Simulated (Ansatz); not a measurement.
A one-shot G0W0 calculation of CdS built on the zincblende prototype with the plane-wave code Ansatz, at the level G0W0@PBE with 203 empty bands, a screening cutoff of 150 eV and a 4×4×4 mesh. The cell was relaxed with r2SCAN and then strained, so it isn't that functional's minimum.

```yaml
crystal:
  lattice:
    - [0.0, 2.939214843, 2.8216462493]
    - [2.939214843, 0.0, 2.8216462493]
    - [2.939214843, 2.939214843, 0.0]
  atoms:
    - { symbol: Cd, position: [0.0, 0.0, 0.0] }
    - { symbol: S, position: [0.25, 0.25, 0.25] }
kpoints:
  mp_grid: { grid: [4, 4, 4] }
hamiltonian:
  xc: pbe
scf:
  occupations: { method: fixed }
gw:
  n_empty_bands: 203
  ecut_chi: 150
  qp_bands: [v2, c2]
  qp_kpoints: band_edges
  screening: { model: contour_deformation }
```

The output follows, shortened, with numbered blanks.
```
Pseudopotential: Cd, paw, valence charge 20, recommended cutoff 420 eV (normal)
Pseudopotential: S, paw, valence charge 6, recommended cutoff 420 eV (normal)
Functional definition: PBE
Crystal: 2 atoms, lattice volume = 48.752 Å³
Basis set: ecut = 420 eV, 925 PW (Γ)
Bands: 17, of which v1, the nominal top of the filled ones, is band 13 counted from 1 (12 counted from 0)
Symmetry: 8 space group operations
Space group: I-4m2 (ITA 119)
k-points: 13 of 64 (time reversal used)
preconditioner: auto → none  [insulator: Δε(μ)=1.100 eV  ℏωp=22.6 eV]
SCF 1 converged in 6 iterations: F = -9157.752943 eV  dr2 = 1.08e-8
SCF converged after 6 iterations
Free energy (F): -9157.752943 eV
Fermi energy:    7.257940 eV
--- Per-component energies (eV) ---
  E_band       = -501.167027
  E_kinetic    = 612.657097
  E_local      = -3985.430272
  E_nonlocal   = 62.126119
  E_hartree    = 1832.118751
  E_xc         = -274.242187
  E_vxc        = -309.585535
  E_paw        = -4683.746414
  E_vpaw       = -545.167837
  E_ewald      = -2721.236054
--- Band table (eV; the first three rows and the last of 13) ---
  k-point 0: bands = […, -0.6069, -0.1321, -0.1131, 7.1418, 7.1418, 7.2579, 8.3508, 13.6940, 13.6940, 13.7076]
  k-point 1: bands = […, -0.3724, -0.1203, -0.1145, 4.6453, 6.7114, 6.8328, 9.9867, 13.4345, 14.1223, 14.3230]
  k-point 2: bands = […, -0.0925, -0.0743, 0.2737, 2.6763, 6.3250, 6.4868, 10.1940, 14.0084, 14.3316, 14.7043]
  k-point 12: bands = […, -0.2591, -0.0266, 0.3995, 3.3186, 5.1348, 5.1348, 10.6003, 11.3095, 16.7328, 17.9787]
--- G₀W₀: contour deformation, 7 samples at zero and on the imaginary axis and 2 off it, 64 q-points, 203 empty bands' worth ---
    ik  band        ε_KS         Σx   Σc(E_QP)       V_xc       Z   E_QP_lin       E_QP  E_QP is
     0    12      7.1418   -21.1752     2.2968   -18.2385  0.7297     6.4758     6.5018  root
     0    13      7.2579   -21.1696     2.2973   -18.2334  0.7294     6.5931     6.6190  root
     0    14      8.3508    -8.4485    -3.9339   -12.4450  0.7656     8.4135     8.4133  root
     0    15     13.6940    -6.5070    -4.5987   -11.3923  0.7515  [1]
     1    12      6.7114   -20.5680     2.3905   -17.5023  0.7275     6.0056     6.0362  root
     1    13      6.8328   -20.5449     2.3743   -17.4995  0.7274     6.1316     6.1616  root
     1    14      9.9867    -8.5816    -4.1259   -12.8662  0.7580    10.1464    10.1453  root
     1    15     13.4345    -7.0166    -4.5860   -11.7964  0.7433    13.6301    13.6283  root
     2    12      6.3250   -20.0105     2.4880   -16.8173  0.7247     5.5846     5.6198  root
     2    13      6.4868   -19.9893     2.4586   -16.8323  0.7248     5.7543     5.7884  root
     2    14     10.1940    -8.0654    -4.2149   -12.4788  0.7632  [2]
     2    15     14.0084    -6.7121    -4.5500   -11.5171  0.7472  [3]
     3    12      6.1164   -19.5636     2.5306   -16.3148  0.7224     5.3607     5.3982  root
     3    13      6.2182   -19.7331     2.5059   -16.5133  0.7239     5.4676     5.5044  root
     3    14     10.7749    -8.5642    -4.1259   -12.8211  0.7524    10.9066    10.9059  root
     3    15     12.0629    -7.1522    -4.3551   -11.7526  0.7604    12.3110    12.3081  root
     6    12      5.2654   -18.2813     2.7728   -14.7406  0.7121     4.4494     4.4974  root
     6    13      5.3403   -18.4484     2.7143   -14.9701  0.7152     4.5295     4.5763  root
     6    14     10.7488    -6.6280    -3.7827   -10.3990  0.7719    10.7371    10.7371  root
     6    15     11.6674    -8.7294    -4.3446   -13.3763  0.7557    11.9741    11.9697  root
     7    12      6.0566   -19.6833     2.5381   -16.4255  0.7230     5.2992     5.3370  root
     7    13      6.0566   -19.6833     2.5381   -16.4255  0.7230  [4]
     7    14     10.8650    -8.9314    -4.1421   -13.2300  0.7499  [5]
     7    15     11.8388    -6.8807    -4.3089   -11.4056  0.7625    12.0569    12.0548  root
    10    12      4.8537   -17.1576     2.6967   -13.6847  0.7115  [6]
    10    13      4.9256   -19.1807     2.9655   -15.4242  0.7114  [7]
    10    14     12.5399    -7.4233    -4.0631   -11.5707  0.7544    12.6244    12.6241  root
    10    15     12.6055    -9.7522    -4.9450   -15.1594  0.7319    13.0801    13.0676  root
    12    12      5.1348   -18.3600     2.7799   -14.8091  0.7127     4.3152     4.3638  root
    12    13      5.1348   -18.3600     2.7799   -14.8091  0.7127     4.3152     4.3638  root
    12    14     10.6003    -6.5071    -3.7599   -10.2504  0.7723    10.5838    10.5837  root
    12    15     11.3095    -8.7287    -4.2523   -13.2598  0.7578  [8]
```

The points are ik 0 = (0, 0, 0) (Γ), ik 1 = (0, 0, 1/4), ik 2 = (0, 0, -1/2) (L), ik 3 = (0, 1/4, 1/4), ik 6 = (0, -1/2, -1/2) (X), ik 7 = (1/4, 1/4, 0), ik 10 = (1/4, -1/2, -1/4) (W), ik 12 = (-1/2, -1/2, 0) (X); band 13 is the last filled one.

Q: Fill in the blanks. They hold quasiparticle rows.

A:
```
[1]
     0    15     13.6940    -6.5070    -4.5987   -11.3923  0.7515    13.9846    13.9805  root
[2]
     2    14     10.1940    -8.0654    -4.2149   -12.4788  0.7632    10.3942    10.3925  root
[3]
     2    15     14.0084    -6.7121    -4.5500   -11.5171  0.7472    14.2668    14.2635  root
[4]
     7    13      6.0566   -19.6833     2.5381   -16.4255  0.7230     5.2992     5.3370  root
[5]
     7    14     10.8650    -8.9314    -4.1421   -13.2300  0.7499    11.0226    11.0215  root
[6]
    10    12      4.8537   -17.1576     2.6967   -13.6847  0.7115     4.0263     4.0774  root
[7]
    10    13      4.9256   -19.1807     2.9655   -15.4242  0.7114     4.0808     4.1346  root
[8]
    12    15     11.3095    -8.7287    -4.2523   -13.2598  0.7578    11.5919    11.5883  root
```
The trailing digits, and the zero of the energies, depend on the potentials and thresholds.

Over the mesh points the PBE gap of 1.09 eV becomes a quasiparticle gap of 1.79 eV (direct at Γ), a change of +0.70 eV. Renormalisation factors Z lie between 0.71 and 0.77. G0W0 values are finite-basis, finite-mesh values.

Wall time 16 s on 1 × NVIDIA H100 80GB HBM3 with 2 threads of AMD EPYC 7R13 Processor (Zen 3), with other jobs on the host, load about 1.4 per core; peak host memory 1.4 GiB.

The values are computed, spin-unpolarised, and not measurements.

Spin-orbit coupling is left out.

With a shallow d shell on the cation, G0W0 converges slowly in bands and cutoff, so these values are in doubt.
